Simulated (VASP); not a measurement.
## Moving the functional in Si

The cell as given:

It takes space group Fd-3m (No. 227, cubic). The conventional cell has a = 5.444 Å, b = 5.444 Å, c = 5.444 Å, α = 90.00°, β = 90.00°, γ = 90.00°. Around Si (site symmetry -43m) lie 4 Si at 2.36 Å.

Kept alike: task relaxation of cell and atoms; k mesh 8 × 8 × 8; occupations fermi-dirac, width 0.05 eV; no spin polarisation. Program: VASP, PAW files Si, 600 eV. The mesh is that of the run's cell of 2 atoms. No spin-orbit coupling.

```csv
functional,band gap (eV),volume (Å³/atom)
AM05,0.548,20.092
BLYP,0.917,21.205
LDA,0.490,19.718
PBE,0.650,20.444
PBEsol,0.507,20.077
PW91,0.666,20.445
RPBE,0.734,20.769
SCAN,0.870,19.988
optB88-vdW,0.748,20.449
r2SCAN,0.822,20.121
revPBE,0.709,20.682
vdW-DF-cx,0.596,20.196
```

Gaps hold for each row's own relaxed cell. The relaxations keep at least the cell's symmetry (Fd-3m). Relaxations stop with a little pressure left, so the last digits of a volume or edge aren't settled. A gap read on the mesh alone can miss an edge between its points. Potentials were made for PBE (AM05, BLYP, PBE, PBEsol, PW91, RPBE, SCAN, optB88-vdW, r2SCAN, revPBE, vdW-DF-cx); LDA (LDA).

What does the functional change here?

The band gap runs from 0.490 (LDA) to 0.917 eV (BLYP). From PBE: AM05 -0.102; BLYP +0.267; LDA -0.160; PBEsol -0.143; PW91 +0.016; RPBE +0.084; SCAN +0.220; optB88-vdW +0.098; r2SCAN +0.172; revPBE +0.059; vdW-DF-cx -0.054. Measured: 1.1 eV (arxiv:1111.5263); nearest BLYP, 0.183 eV off. The runs are for a static lattice. The volume runs from 19.718 (LDA) to 21.205 Å³/atom (BLYP). From PBE: AM05 -0.352; BLYP +0.761; LDA -0.726; PBEsol -0.367; PW91 +0.001; RPBE +0.325; SCAN -0.456; optB88-vdW +0.005; r2SCAN -0.323; revPBE +0.238; vdW-DF-cx -0.248. Measured: 20.02 Å³/atom at 293.15 K (arxiv:1010.2317); nearest SCAN, 0.03 Å³/atom off. The runs are for a static lattice.

Every functional leaves the gap of Si below the measured value, as expected of semilocal Kohn-Sham gaps, which lack the derivative discontinuity. Among the rows other than SCAN and r2SCAN, a larger cell goes with a wider gap, except that optB88-vdW lies above revPBE and RPBE despite its smaller volume. The direction fits the known narrowing of silicon's indirect gap under compression, but volume cannot be the whole cause: PBE and optB88-vdW have nearly equal volumes, yet their gaps differ by 0.098 eV. The exchange-correlation potential must therefore also shift the band edges directly.

SCAN and r2SCAN combine compact cells with wide gaps, probably because their dependence on the kinetic-energy density gives an orbital-dependent potential that recovers part of the missing discontinuity. BLYP comes closest to the measured gap but has the most overexpanded lattice, so its gap is no sign of a better overall description of the covalent bonding. SCAN gives the better balance of the two properties. Gaps at a common volume would be needed to separate the structural and electronic contributions.
